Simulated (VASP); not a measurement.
## A VASP 6.6.1 single-point calculation on AlN

INCAR

```
LCHARG = .FALSE.
LREAL = .FALSE.
ISMEAR = 1
PREC = Accurate
ALGO = Normal
LWAVE = .FALSE.
NSW = 0
NBANDS = 5
NELM = 120
METAGGA = R2SCAN
SIGMA = 0.5
NELECT = 7
ISIF = 2
IBRION = -1
LASPH = .TRUE.
EDIFF = 1E-7
ENCUT = 520
```

KPOINTS

```
KPOINTS created by Atomic Simulation Environment
0
Gamma
10 10 10
0 0 0
```

POSCAR

```
Al N
 1.0000000000000000
     0.0000000000000000    2.0996231902000000    2.0996231902000000
     2.0996231902000000    0.0000000000000000    2.0996231902000000
     2.0996231902000000    2.0996231902000000    0.0000000000000000
 Al  N
   1   1
Cartesian
  0.0000000000000000  0.0000000000000000  0.0000000000000000
  2.0996231902000000  2.0996231902000000  2.0996231902000000
```

The recommended PBE PAW datasets give the neutral cell 8 valence electrons.

Command

```
mpirun -np 1 vasp_std
```

OSZICAR

```
N       E                     dE             d eps       ncg     rms          rms(c)
DAV:   1    -0.479904530300E+00   -0.47990E+00   -0.32456E+03   530   0.108E+03
DAV:   2    -0.267284737179E+02   -0.26249E+02   -0.25274E+02   640   0.201E+02
DAV:   3    -0.275002286142E+02   -0.77175E+00   -0.75308E+00   560   0.415E+01
DAV:   4    -0.275050187565E+02   -0.47901E-02   -0.47808E-02   720   0.291E+00
DAV:   5    -0.275050244589E+02   -0.57024E-05   -0.57025E-05   630   0.813E-02    0.463E+00
DAV:   6    -0.259154974279E+02    0.15895E+01   -0.19971E-01   540   0.671E+00    0.240E+00
DAV:   7    -0.259527011020E+02   -0.37204E-01   -0.96987E-01   575   0.105E+01    0.127E+00
DAV:   8    -0.259546815225E+02   -0.19804E-02   -0.60876E-03   505   0.125E+00    0.131E+00
DAV:   9    -0.259798623228E+02   -0.25181E-01   -0.20114E-02   520   0.140E+00    0.186E+00
DAV:  10    -0.259077880894E+02    0.72074E-01   -0.58939E-01   520   0.779E+00    0.575E+00
...
DAV:  15    -0.259147511484E+02   -0.65269E-02   -0.90013E-04   595   0.539E-01    0.330E+00
DAV:  16    -0.259215438942E+02   -0.67927E-02   -0.58462E-03   550   0.115E+00    0.735E-01
DAV:  17    -0.259217605892E+02   -0.21669E-03   -0.12201E-03   645   0.416E-01    0.814E-02
DAV:  18    -0.259217574975E+02    0.30916E-05   -0.89527E-05   525   0.100E-01    0.112E-01
DAV:  19    -0.259217714483E+02   -0.13951E-04   -0.33180E-05   575   0.651E-02    0.499E-02
DAV:  20    -0.259217568214E+02    0.14627E-04   -0.26604E-05   520   0.527E-02    0.456E-02
DAV:  21    -0.259217542122E+02    0.26092E-05   -0.18811E-05   530   0.437E-02    0.161E-02
DAV:  22    -0.259217553911E+02   -0.11790E-05   -0.21758E-07   550   0.807E-03    0.237E-03
DAV:  23    -0.259217553179E+02    0.73247E-07   -0.64268E-09   245   0.119E-03
   1 F= -.25921755E+02 E0= -.25916030E+02  d E =-.171770E-01
```

From OUTCAR

```
k-points           NKPTS =     47   k-points in BZ     NKDIM =     47   number of bands    NBANDS=      5

   NELECT =       7.0000    total number of electrons

   dimension x,y,z NGX =    24 NGY =   24 NGZ =   24
   dimension x,y,z NGXF=    48 NGYF=   48 NGZF=   48

  energy-cutoff  :      520.00
  volume of cell :       18.51
      direct lattice vectors                 reciprocal lattice vectors
     0.000000000  2.099623190  2.099623190    -0.238137968  0.238137968  0.238137968
     2.099623190  0.000000000  2.099623190     0.238137968 -0.238137968  0.238137968
     2.099623190  2.099623190  0.000000000     0.238137968  0.238137968 -0.238137968

 k-points in reciprocal lattice and weights: KPOINTS created by Atomic Simulation Env
   0.00000000  0.00000000  0.00000000       0.001
   0.10000000  0.00000000  0.00000000       0.008
   0.20000000  0.00000000  0.00000000       0.008
   0.30000000  0.00000000  0.00000000       0.008
   0.40000000  0.00000000  0.00000000       0.008
   0.50000000  0.00000000  0.00000000       0.004
   0.10000000  0.10000000  0.00000000       0.006
   0.20000000  0.10000000  0.00000000       0.024
   ...

 E-fermi :   6.4297

 k-point     1 :       0.0000    0.0000    0.0000
  band No.  band energies     occupation
      1      -9.3458      2.00000
      2       7.4905     -0.01059
      3       7.4905     -0.01059
      4       7.4905     -0.01059
      5      13.2760     -0.00000

 k-point     2 :       0.1000    0.0000    0.0000
  band No.  band energies     occupation
      1      -9.1759      2.00000
      2       6.6501      0.32825
      3       7.4017     -0.01909
      4       7.4017     -0.01909
      5      13.8941     -0.00000

 k-point     3 :       0.2000    0.0000    0.0000
  band No.  band energies     occupation
      1      -8.6903      2.00000
      2       4.8592      2.00008
      3       7.1812     -0.05505
      4       7.1812     -0.05505
      5      14.8923     -0.00000

 k-point     4 :       0.3000    0.0000    0.0000
  band No.  band energies     occupation
      1      -7.9773      2.00000
      2       2.9372      2.00000
      3       6.9294     -0.05011
      4       6.9294     -0.05011
      5      15.2595     -0.00000

 k-point     5 :       0.4000    0.0000    0.0000
  band No.  band energies     occupation
      1      -7.2515      2.00000
      2       1.4007      2.00000
      3       6.7395      0.14280
      4       6.7395      0.14280
      5      15.1352     -0.00000

 k-point     6 :       0.5000    0.0000    0.0000
  band No.  band energies     occupation
      1      -6.9155      2.00000
      2       0.7819      2.00000
      3       6.6699      0.28182
      4       6.6699      0.28182
      5      15.0446     -0.00000

 k-point     7 :       0.1000    0.1000    0.0000
  band No.  band energies     occupation
      1      -9.1198      2.00000
      2       6.6754      0.26943
      3       7.2254     -0.04693
      4       7.2254     -0.04693
      5      14.1127     -0.00000

 k-point     8 :       0.2000    0.1000    0.0000
  band No.  band energies     occupation
      1      -8.7406      2.00000
      2       5.3509      2.00930
      3       6.9448     -0.05596
      4       7.0419     -0.07092
      5      15.0318     -0.00000

 ...

  Total      -13.4368040    -13.4368040    -13.4368040      0.0000000     -0.0000000      0.0000000
  in kB    -1162.9270895  -1162.9270895  -1162.9270895      0.0000000     -0.0000000      0.0000000
  external PRESSURE =   -1162.9270895 kB  Pullay stress =       0.0000000 kB

 POSITION                                       TOTAL-FORCE (eV/Angst)
 -----------------------------------------------------------------------------------
      0.00000      0.00000      0.00000        -0.000000      0.000000      0.000000
      2.09962      2.09962      2.09962         0.000000     -0.000000     -0.000000
 -----------------------------------------------------------------------------------
    total drift:                               -0.000000     -0.000000      0.000000

  FREE ENERGIE OF THE ION-ELECTRON SYSTEM (eV)
  ---------------------------------------------------
  free  energy   TOTEN  =       -25.9217553179 eV

  energy  without entropy=      -25.9045782976  energy(sigma->0) =      -25.91602964
```

It converged. Results: pressure -116.3 GPa.

The cell is charged and sits in a uniform background.

For comparison, a separate r²SCAN run of the intended cell, on usual settings and not on those above, gives a gap of 4.38 eV on its mesh and a pressure of -26.4 GPa.

The run above took about 19 s on one core of a shared host (Intel Xeon Platinum 8488C) and held 0.13 GiB at most.
